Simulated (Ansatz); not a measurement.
LiH under changes of volume

One of the cells (8.449 Å³/atom); the others are scaled copies at fixed shape and fractional positions:

```
Li H
1.0
     0.00000    2.03675    2.03675
     2.03675    0.00000    2.03675
     2.03675    2.03675    0.00000
Li H
1 1
Direct
  0.00000 0.00000 0.00000
  0.50000 0.50000 0.50000
```

```yaml
Program: Ansatz 0.2.0
Functional: PBEsol
Potentials_or_basis: all-electron LAPW, scalar-relativistic
Cutoff: 194 eV (chosen from the basis error)
Basis_error_allowed: 0.0005 eV/atom
k_mesh: 11 × 11 × 11
Occupations: fermi-dirac, width 0.05 eV
Spin: no spin polarisation
```

| volume (Å³/atom) | energy over the lowest point (meV/atom) | pressure (GPa) | gap on the mesh (eV) |
| --- | --- | --- | --- |
| 7.942 | 0.00 | -0.3 | 2.94 |
| 8.111 | 0.73 | -1.1 | 2.95 |
| 8.280 | 2.20 | -1.7 | 2.96 |
| 8.449 | 4.34 | -2.3 | 2.98 |
| 8.618 | ? | ? | ? |
| 8.787 | 10.41 | -3.4 | 3.00 |
| 8.956 | 14.23 | -3.9 | 3.01 |

Question: What does the run at 8.618 Å³/atom give?

Answer: Energy over the lowest point 7.09 meV/atom; pressure -2.9 GPa; gap on the mesh 2.99 eV.

Worked out: A Birch-Murnaghan fit of order 3 (a polynomial in V^(-2/3)) to the other rows has its minimum at 7.87 Å³/atom, just outside them, with B0 = V·E''(V) = 37 GPa and B' = 3.4. It gives 7.10 meV/atom at 8.618 Å³/atom, against the run's 7.09, and -dE/dV = -2.9 GPa, against -2.9. A straight line through the other rows of the gap, of slope 0.603 eV per unit of ln V (its deformation potential), gives 2.99 eV, against the run's 2.99.

Energies are extrapolated to zero smearing.

Caveats: an odd mesh through Γ misses points on the zone boundary, where band edges often lie.
